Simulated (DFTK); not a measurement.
ZrC:

```xyz
2
Lattice="0.0000 2.3650 2.3650 2.3650 0.0000 2.3650 2.3650 2.3650 0.0000" Properties=species:S:1:pos:R:3 pbc="T T T"
Zr    2.3650    2.3650    2.3650
C     0.0000    0.0000    0.0000
```

| Item | Value |
| --- | --- |
| Program | DFTK 0.8.2 |
| Task | single point |
| Functional | PBEsol |
| Potentials or basis | dojo.nc.sr.pbesol.v0_4_1.standard.upf (PBEsol) |
| Cutoff | 1116 eV |
| k mesh | 10 × 10 × 10 |
| Occupations | fermi-dirac, width 0.05 eV |
| Spin | no spin polarisation |

On this cell: pressure -8.3 GPa; largest force zero by symmetry; band gap on the k mesh none (metal or under the smearing width).

The same run follows on a disturbed copy (atoms moved at random, drawn with an rms of 0.05 Å):

```
CELL_PARAMETERS angstrom
0.00000 2.36500 2.36500
2.36500 0.00000 2.36500
2.36500 2.36500 0.00000
ATOMIC_POSITIONS crystal
Zr 0.49014 0.49591 0.50642
C 0.98906 0.99528 0.02158
```

What does the disturbed cell give?

The energy (extrapolated to zero smearing) moves by +3.9 meV/atom; pressure -8.1 GPa; largest force 0.313 eV/Å; band gap on the k mesh none (metal or under the smearing width).

Forces on the atoms (eV/Å):
```
Zr   0.223  0.217 -0.027
C   -0.223 -0.217  0.027
```

Stress tensor (GPa, compression positive):
```
-8.03 -0.14  0.02
-0.14 -8.04  0.02
 0.02  0.02 -8.29
```
